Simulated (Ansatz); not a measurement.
# Contact densities of AlAs against volume

```
CELL_PARAMETERS angstrom
0.00000 2.83040 2.83040
2.83040 0.00000 2.83040
2.83040 2.83040 0.00000
ATOMIC_POSITIONS crystal
Al 0.00000 0.00000 0.00000
As 0.75000 0.75000 0.75000
```

Atoms are numbered in the order listed.

The cell is COD entry 1540257, as deposited and not checked against the literature; nothing was relaxed.

Level of theory: DFT, PBEsol, all-electron PAW with datasets made for the crystal, scalar-relativistic (Ansatz 0.2.0).

Numerical set-up: a Γ-centred 10×10×10 k mesh, Fermi–Dirac smearing of 0.05 eV, cutoff 180 eV (chosen by the program for this cell), no spin polarisation.

The contact density is the mean electron density over the nuclear volume; its changes follow the s electrons' response to bonding and compression. Changes below are taken from the unscaled cell, where it is 10049.4 e/Å³ at Al1, 235113 e/Å³ at As2.

Volumes at which the program chose other datasets or cutoffs are left out.

| V/V(cell) | P (GPa) | Δρ(0) Al1 (e/Å³) | Δρ(0) As2 (e/Å³) |
| --- | --- | --- | --- |
| 0.9400 | 5.7 | -0.16 | -1.75 |
| 0.9405 | 5.7 | -0.16 | -1.74 |
| 0.9600 | 3.8 | ? | ? |
| 0.9800 | 2.1 | -0.06 | -0.61 |
| 0.9900 | 1.3 | -0.03 | ? |
| 1.0000 | 0.5 | 0.00 | 0.00 |

**Question.** What belongs in the row "0.9600", column "Δρ(0) As2 (e/Å³)"?

**Answer.** -1.19.

**Question.** Give the missing entry: row "0.9600", column "Δρ(0) Al1 (e/Å³)".

**Answer.** -0.11.

**Question.** Fill in "Δρ(0) As2 (e/Å³)" for the row "0.9900".

**Answer.** -0.31.

The datasets are made afresh for each cell, so very small changes are uncertain.
